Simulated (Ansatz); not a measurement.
# Y in Au(111), 2x2: scattering by a point defect, part 2 of 2

Wanted: the reflection from a plane of defects, Y in Au(111), 2x2, and the resistivity it implies.

Ansatz 0.2.0; Ansatz plane-wave DFT, PBE, PAW files; ballistic transport by layer matching (Landauer), zero bias; PAW set soft_1.

So far, resistivity per at.% scaled from this dense plane, with the factor 3/4 for isotropic scattering (µΩ cm): step 3 (resistance at ideal sites) 6.81.

**4. The same junction, with changed settings**

A repeat with a deliberate mistake in the input, to see how the program answers it.

This step: Ansatz plane-wave DFT, PBE, PAW files; ballistic transport by layer matching (Landauer), zero bias; changed: scf.max_iter = 5; PAW set soft_1 (Ansatz 0.2.0).

input.yaml reads:

```yaml
crystal:
  lattice:
    - [5.7675164607, 0.0, 0.0]
    - [-2.8837582304, 4.9948157718, 0.0]
    - [-1.4418791152, 0.8324692953, 25.9003660885]
  atoms:
    - { symbol: Au, position: [0.0075757576, 0.9924242424, 0.0454545455] }
    - { symbol: Au, position: [0.0075757576, 0.4924242424, 0.0454545455] }
    - { symbol: Au, position: [0.5075757576, 0.9924242424, 0.0454545455] }
    - { symbol: Au, position: [0.5075757576, 0.4924242424, 0.0454545455] }
    - { symbol: Au, position: [0.1893939394, 0.3106060606, 0.1363636364] }
    - { symbol: Au, position: [0.1893939394, 0.8106060606, 0.1363636364] }
    - { symbol: Au, position: [0.6893939394, 0.3106060606, 0.1363636364] }
    - { symbol: Au, position: [0.6893939394, 0.8106060606, 0.1363636364] }
    - { symbol: Au, position: [0.3712121212, 0.1287878788, 0.2272727273] }
    - { symbol: Au, position: [0.3712121212, 0.6287878788, 0.2272727273] }
    - { symbol: Au, position: [0.8712121212, 0.1287878788, 0.2272727273] }
    - { symbol: Au, position: [0.8712121212, 0.6287878788, 0.2272727273] }
    - { symbol: Au, position: [0.053030303, 0.946969697, 0.3181818182] }
    - { symbol: Au, position: [0.053030303, 0.446969697, 0.3181818182] }
    - { symbol: Au, position: [0.553030303, 0.946969697, 0.3181818182] }
    - { symbol: Au, position: [0.553030303, 0.446969697, 0.3181818182] }
    - { symbol: Au, position: [0.2348484848, 0.2651515152, 0.4090909091] }
    - { symbol: Au, position: [0.2348484848, 0.7651515152, 0.4090909091] }
    - { symbol: Au, position: [0.7348484848, 0.2651515152, 0.4090909091] }
    - { symbol: Au, position: [0.7348484848, 0.7651515152, 0.4090909091] }
    - { symbol: "Y", position: [0.4166666667, 0.0833333333, 0.5] }
    - { symbol: Au, position: [0.4166666667, 0.5833333333, 0.5] }
    - { symbol: Au, position: [0.9166666667, 0.0833333333, 0.5] }
    - { symbol: Au, position: [0.9166666667, 0.5833333333, 0.5] }
    - { symbol: Au, position: [0.0984848485, 0.9015151515, 0.5909090909] }
    - { symbol: Au, position: [0.0984848485, 0.4015151515, 0.5909090909] }
    - { symbol: Au, position: [0.5984848485, 0.9015151515, 0.5909090909] }
    - { symbol: Au, position: [0.5984848485, 0.4015151515, 0.5909090909] }
    - { symbol: Au, position: [0.2803030303, 0.2196969697, 0.6818181818] }
    - { symbol: Au, position: [0.2803030303, 0.7196969697, 0.6818181818] }
    - { symbol: Au, position: [0.7803030303, 0.2196969697, 0.6818181818] }
    - { symbol: Au, position: [0.7803030303, 0.7196969697, 0.6818181818] }
    - { symbol: Au, position: [0.4621212121, 0.0378787879, 0.7727272727] }
    - { symbol: Au, position: [0.4621212121, 0.5378787879, 0.7727272727] }
    - { symbol: Au, position: [0.9621212121, 0.0378787879, 0.7727272727] }
    - { symbol: Au, position: [0.9621212121, 0.5378787879, 0.7727272727] }
    - { symbol: Au, position: [0.1439393939, 0.8560606061, 0.8636363636] }
    - { symbol: Au, position: [0.1439393939, 0.3560606061, 0.8636363636] }
    - { symbol: Au, position: [0.6439393939, 0.8560606061, 0.8636363636] }
    - { symbol: Au, position: [0.6439393939, 0.3560606061, 0.8636363636] }
    - { symbol: Au, position: [0.3257575758, 0.1742424242, 0.9545454545] }
    - { symbol: Au, position: [0.3257575758, 0.6742424242, 0.9545454545] }
    - { symbol: Au, position: [0.8257575758, 0.1742424242, 0.9545454545] }
    - { symbol: Au, position: [0.8257575758, 0.6742424242, 0.9545454545] }
kpoints:
  mp_grid: { grid: [5, 5, 1] }
hamiltonian:
  xc: pbe
  pseudopotentials: { kind: paw, azcp: { folder: soft_1 } }
scf:
  occupations: { method: fermi_dirac, width: 0.1 }
  max_iter: 5
output:
  transmission: { leads: [[0, 4]], kmesh: [12, 12], e_range: [-0.1, 0.1], de: 0.05 }
  write_potential: true
  write_density: true
  volumetric_format: npy
```

Run with:

```console
ansatz run input.yaml --threads 4 --pin off --max-ram 15360MiB --backend cpu --events-out ev --progress --plain --runs-dir out
```

Numbers of over 12 decimals in the logs are rounded to 6 here.

The program printed:

```text
Engine: ansatz 0.2.0, aarch64-unknown-linux-gnu
Pseudopotentials: kind: paw
Pseudopotential: Au, paw, valence charge 19, recommended cutoff 420 eV (normal), soft_1/Au.paw.azcp
Pseudopotential: Y, paw, valence charge 11, recommended cutoff 420 eV (normal), soft_1/Y.paw.azcp
Functional definition: PBE
  parameter kappa = 0.804
  parameter beta = 0.066725
  exchange = pbe_x(kappa = kappa, mu = beta*pi^2/3)
  correlation = pbe_c(beta = beta)
Crystal: 44 atoms, lattice volume = 746.130 Å³
Basis set: ecut = 420 eV, 14649 PW (Γ)
Bands: 497, of which v1, the nominal top of the filled ones, is band 414 counted from 1 (413 counted from 0)
Symmetry: 4 space group operations
Space group: C2/m (ITA 12), of the structure as read, at distance tolerance 9.1e-5 Å
k-points: 9 of 25
Non-local potential: Au, projectors of the file, l = 0: 3, l = 1: 2, l = 2: 2, l = 3: 1
Non-local potential: Y, projectors of the file, l = 0: 3, l = 1: 2, l = 2: 2, l = 3: 1
PAW form: soft (Blöchl's): semilocal exchange-correlation on the pseudo side does not see the compensation charge
PAW one-centre angular grid: Au, 590 points (default); XC on 64 Gauss nodes
PAW one-centre angular grid: Y, 590 points (default); XC on 64 Gauss nodes
Initial density: superposition of atomic densities (chi_scale 0.1, normalization cell, long waves of neutral atoms (reshape's long-wave potential 3.70 eV rms, cloud 3.26 Å wide))
Initial wavefunctions: pseudopotential atomic-orbital guess
Functional: x = pbe(κ = 0.804, μ = 0.219515), c = pbe(β = 0.066725)
SCF iter   1: F=—  HF=-569382.320640 eV  |F-HF|=—  |Δ(HF+E_count)|=         —  Δρ=1.07e-1  dr2=5.92e2  ethr=3.10e-3  ⟨swp⟩=4.4  Hψ=13330  notcnv=0  defer=232
preconditioner: auto → Kerker (q_TF=auto, 2.776 Å⁻¹)  [metal: Δε(μ)=0.021 eV  Ē_g=10.030 eV  σ=0.100 eV  W_gap=0.05  n_scr=292 (ndim 8)  ℏωp=29.8 eV  f_vac=0.000  D(μ)=11.95/eV (n_scr^D=70)]
SCF iter   2: F=—  HF=-569359.490391 eV  |F-HF|=—  |Δ(HF+E_count)|=    2.28e1  Δρ=5.35e-2  dr2=1.75e2  ethr=3.10e-3  ⟨swp⟩=2.0  Hψ=7550  notcnv=0  defer=514
SCF iter   3: F=—  HF=-569351.439422 eV  |F-HF|=—  |Δ(HF+E_count)|=    8.05e0  Δρ=1.06e-2  dr2=4.57e0  ethr=3.10e-3  ⟨swp⟩=9.0  Hψ=38922  notcnv=0
SCF iter   4: F=—  HF=-569351.220725 eV  |F-HF|=—  |Δ(HF+E_count)|=   2.19e-1  Δρ=4.18e-3  dr2=1.07e0  ethr=5.52e-4  ⟨swp⟩=6.2  Hψ=27287  notcnv=0
SCF iter   5: F=—  HF=-569351.149684 eV  |F-HF|=—  |Δ(HF+E_count)|=   7.10e-2  Δρ=1.52e-3  dr2=1.40e-1  ethr=1.29e-4  ⟨swp⟩=6.1  Hψ=24552  notcnv=0
Error: did not converge after 5 iterations: dr2 = 1.40e-1 (threshold 1.00e-7), under the density mixer `msr1`, which `scf.mixing.algorithm: auto` chose by the deck's other keys (type `scf.mixing.algorithm: msr1` to keep it); raise `scf.max_iter`, which need not help a stalled SCF, or adjust the mixing (`scf.mixing`) or, under a smearing, its width (`scf.occupations.width`, in either direction: another width is another result); this SCF holds its density and magnetisation to the symmetry operations that it keeps, and cannot end on a state that breaks one of them: if the state sought breaks one, re-run with `crystal.symmetry.detect: [rest of the remark cut]
```

It took 2 min on 4 threads of Arm Neoverse V1, shared host; peak memory 6.6 GiB.

Residual by cycle:

cycle, log10 residual and a bar from the least value:
```
        1        2.8 ##############################
        2        2.2 ##########################
        3        0.7 #############
        4        0.0 #######
        5       -0.9
```

No converged result was reached; the numbers in the log don't describe the system.

After 5 cycles the residual stands at 0.14. The cap of 5 cycles in the input ended the loop.

The program's message: “Error: did not converge after 5 iterations: dr2 = 1.40e-1 (threshold 1.00e-7), under the density mixer `msr1`, which `scf.mixing.algorithm: auto` chose by the deck's other keys (type `scf.mixing.algor …”

The fault put into the input: too few SCF iterations (scf.max_iter = 5).

**5. Summary of results**

| Quantity | Value |
| --- | --- |
| share of channels that pass, rigid | 0.686 |
| area resistance, rigid | 0.535 fΩ m² |
| resistivity per at.% from the area resistance, times 3/4, rigid | 6.81 µΩ cm |

What this shows: The plane of defects adds 0.53 fΩ m². Scaled to one atomic per cent that is 9.1 µΩ cm as it stands and 6.8 with the factor 3/4 for isotropic scattering on a spherical Fermi surface; with the reflection in place of the resistance taken as linear in the density it would be 4.7. These are rough estimates of the dilute value, not bounds. One Y in each 2x2 cell reflects 31 % of the lead's channels. The defects form a dense periodic sheet that scatters coherently, unlike a dilute random alloy. T and N are means over the solved energies nearest the Fermi level. Spin-orbit coupling is left out, which matters for Au.

[Logs are printed without paths, hosts, clocks, repeated set-up lines and the standing remarks that a program may print on its own settings, such as how far it seeks lower states.]

[Hosts, paths, dates, database ids (printed as entryN), source tags and the programs' standing remarks are cut or masked in the printed files.]
